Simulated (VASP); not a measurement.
Write the native input for VASP 6.6.1 that does the following.

```
Task                   : single point
Functional             : PBE
Potentials or basis    : VASP PAW PBE potentials, release 64 (B, N)
Cutoff                 : 520 eV
k mesh                 : 8 × 8 × 3
Occupations            : gaussian, width 0.01 eV
Spin                   : non-collinear spin, zero start, spin-orbit coupling
Starting moments       : [[-0.0, -0.0, -0.0], [-0.0, -0.0, 0.0], [0.0, 0.0, 0.0], [0.0, 0.0, 0.0]] μB
Dipole correction      : no
Further INCAR settings : ALGO = Fast; EDIFF = 1e-07; NBANDS = 30; ISYM = -1
```

The structure of BN lies in POSCAR:

```
BN
1.0
    2.4982400000      0.0000000000      0.0000000000
   -1.2491200000      2.1635390000      0.0000000000
    0.0000000000      0.0000000000      6.6357000000
B N
2 2
Direct
    0.3333330000      0.6666670000      0.2500000000
    0.6666670000      0.3333330000      0.7500000000
    0.3333330000      0.6666670000      0.7500000000
    0.6666670000      0.3333330000      0.2500000000
```

The input as run:

INCAR

```
PREC = Accurate
ENCUT = 520
EDIFF = 1E-7
ISMEAR = 0
SIGMA = 0.01
LREAL = False
LASPH = True
NELM = 150
ALGO = Fast
ISIF = 2
LWAVE = False
LCHARG = False
MAGMOM = 0 0 0 0 0 0 0 0 0 0 0 0
LORBIT = 11
LSORBIT = True
GGA_COMPAT = False
LORBMOM = True
GGA = PE
NBANDS = 30
ISYM = -1
```

KPOINTS

```
Automatic mesh
0
Gamma
  8 8 3
```

Potentials or basis: VASP PAW PBE potentials, release 64 (B, N).

Run with:

```bash
$ cat potpaw_PBE.64/B/POTCAR potpaw_PBE.64/N/POTCAR > POTCAR
$ mpirun -np 1 vasp_ncl > vasp.out
```

It gave:

- Pressure: 5.2 GPa
- Net moment: 0.00 μB per cell
- Valence electrons inside the program's atomic spheres: B 2.18; N 4.03

Caveat: the k mesh is coarse (spacing up to 0.36 Å⁻¹), so the values aren't converged; this functional lacks dispersion, which binds the layers, so the pressure and a relaxed spacing across them are unreliable.

Run time: 5 min on 1 thread of Intel(R) Xeon(R) Platinum 8488C (Sapphire Rapids), on a shared host, peak memory 0.41 GiB.
